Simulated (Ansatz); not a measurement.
# CsBr: further runs on the relaxed cell

One table from this session's results is given with a row withheld; the runs are named, their logs left out.

The COD entry's cell or inner coordinates are ideal or old and differ from later refinements, so a difference from it is no clean test against experiment.

Method: DFT r2SCAN, scalar-relativistic, plane waves, PAW, in Ansatz 0.2.0.

1 further run of the same task is left out (set aside as unsound or not needed).

## The structure to begin with

It takes space group Pm-3m (No. 221, cubic). The conventional cell has a = 4.323 Å, b = 4.323 Å, c = 4.323 Å, α = 90.00°, β = 90.00°, γ = 90.00°. Cs (site symmetry m-3m) is surrounded by 8 Br at 3.74 Å. Br (site symmetry m-3m) is surrounded by 8 Cs at 3.74 Å.

Coordinates:

```
Cs Br
1.0
     4.32261    0.00000    0.00000
     0.00000    4.32261    0.00000
     0.00000    0.00000    4.32261
Cs Br
1 1
Direct
  0.00000 0.00000 0.00000
  0.50000 0.50000 0.50000
```

This cell was relaxed beforehand with the same method: volume 40.38 Å³/atom, gap on the mesh 5.19 eV.

Set-up of the first run:

input.yaml

```yaml
crystal:
  lattice:
    - [4.3226054889, 0.0, 0.0]
    - [0.0, 4.3226054889, 0.0]
    - [0.0, 0.0, 4.3226054889]
  atoms:
    - { symbol: Cs, position: [0.0, 0.0, 0.0] }
    - { symbol: Br, position: [0.5, 0.5, 0.5] }
basis:
  ecutwfc: 500
kpoints:
  mp_grid: { grid: [6, 6, 6] }
  band_path:
    path:
      - [[0.0, 0.0, 0.0], [0.0, 0.5, 0.0], [0.5, 0.5, 0.0], [0.0, 0.0, 0.0], [0.5, 0.5, 0.5], [0.0, 0.5, 0.0]]
      - [[0.5, 0.5, 0.5], [0.5, 0.5, 0.0]]
    npoints: 14
hamiltonian:
  xc: r2scan
scf:
  occupations: { method: gaussian, width: 0.02 }
  n_extra_bands: 6
output:
  forces: true
  stress: true
  eigenvalues: true
  populations: true
  dos: { projected: true, de: 0.02, nscf_kmesh: { grid: [9, 9, 9] } }
  bader: true
  write_density: true
  write_potential: true
  elf: true
  volumetric_format: npy
```

Command:

```sh
ansatz run input.yaml --threads 1 --pin off --max-ram 2560MiB --backend cpu --events-out ev --progress --plain --runs-dir out
```

Among the steps run: Electronic structure at the relaxed geometry; Band edges anywhere in the zone; Eigenvalues a small step from each edge; Back to the database's cell; Optical spectrum; The cell scaled to 0.97 of its volume; Point at V/V0 = 1.03; Point at V/V0 = 0.94; Volume × 1.06; Volume × 0.91; Point at V/V0 = 1.10; Volume × 0.88.

One of the session's tables, all rows but one given; the rest of the session is left out.

It belongs to the step «Equation of state». 

```
volume (Å³/atom)  energy above the lowest point (meV/atom)  pressure (GPa)  gap on the mesh (eV)
          35.538                                      36.9            2.76                  5.25
          36.749                                      19.4            1.87                  5.31
          37.961                                       8.2            1.14                  5.36
          39.172                                       2.0            0.52                  5.32
          40.384                                       0.0            0.01                  5.19
          41.595                                         ?               ?                     ?
          42.807                                       6.0           -0.76                  4.95
          44.422                                      15.7           -1.14                  4.80
```

**Question.** Estimate the row for volume (Å³/atom) = 41.595.

Worked estimate for «energy above the lowest point (meV/atom)». A straight line through the neighbours (40.384, 0.0) and (42.807, 6.0) gives 0.0 + (6.0 − 0.0) × (41.595 − 40.384) / (42.807 − 40.384) = 3.0; a parabola fitted to 4 rows on both sides gives 1.6.

The run gave: energy above the lowest point (meV/atom): 1.6; pressure (GPa): -0.41; gap on the mesh (eV): 5.06. In «energy above the lowest point (meV/atom)» the line misses by +1.4 and the parabola by 0.0.

Limits of these values: The gap on the mesh goes from 5.25 eV at the smallest volume to 4.80 eV at the largest, through a peak of 5.36 eV between.
